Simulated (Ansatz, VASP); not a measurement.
## One calculation of Sn, two programs

File INCAR:

```
PREC = Accurate
ENCUT = 520
EDIFF = 1E-7
ISMEAR = 1
SIGMA = 0.1
LREAL = F
LASPH = T
NELM = 80
ALGO = Normal
ISIF = 2
LWAVE = F
LCHARG = F
GGA = PS
NBANDS = 13
```

Contents of KPOINTS:

```
Automatic mesh
0
Gamma
  11 11 11
```

Contents of POSCAR:

```
Sn
1.0
   -1.9009465712      1.9009465712      1.9009465712
    1.9009465712     -1.9009465712      1.9009465712
    1.9009465712      1.9009465712     -1.9009465712
Sn
1
Direct
    0.0000000000      0.0000000000      0.0000000000
```

Input for Ansatz:

```yaml
crystal:
  lattice:
    - [-1.9009465711575864, 1.9009465711575864, 1.9009465711575864]
    - [1.9009465711575864, -1.9009465711575864, 1.9009465711575864]
    - [1.9009465711575864, 1.9009465711575864, -1.9009465711575864]
  atoms:
    - { symbol: Sn, position: [0.0, 0.0, 0.0] }
basis:
  ecutwfc: 500.0
kpoints:
  mp_grid:
    grid: [11, 11, 11]
hamiltonian:
  xc: pbesol
scf:
  occupations:
    method: methfessel_paxton
    width: 0.1
output:
  stress: true
```

This isn't the form of Sn at room conditions, which is tetragonal (white tin).

Alike in both runs: task single point; functional PBEsol; k mesh 11 × 11 × 11; occupations methfessel-paxton of order 1, width 0.1 eV; no spin polarisation.

|  | VASP | Ansatz |
| --- | --- | --- |
| version | VASP 6.6.1 | Ansatz 0.2.0 |
| potentials or method | VASP PAW PBE potentials, release 64 (Sn_d) | plane waves, PAW |
| plane-wave cutoff (eV) | 520 | 500 |
| valence electrons in the cell | 14 | 14 |

```tsv
	VASP	Ansatz	Ansatz less VASP
pressure (GPa)	-2.1	-2.1	+0.06
```

With one functional, cell and mesh, what is left measures potentials, basis and numerics.

Caveats: the PAW data sets were made with another functional, which shifts forces and pressure a little (VASP).
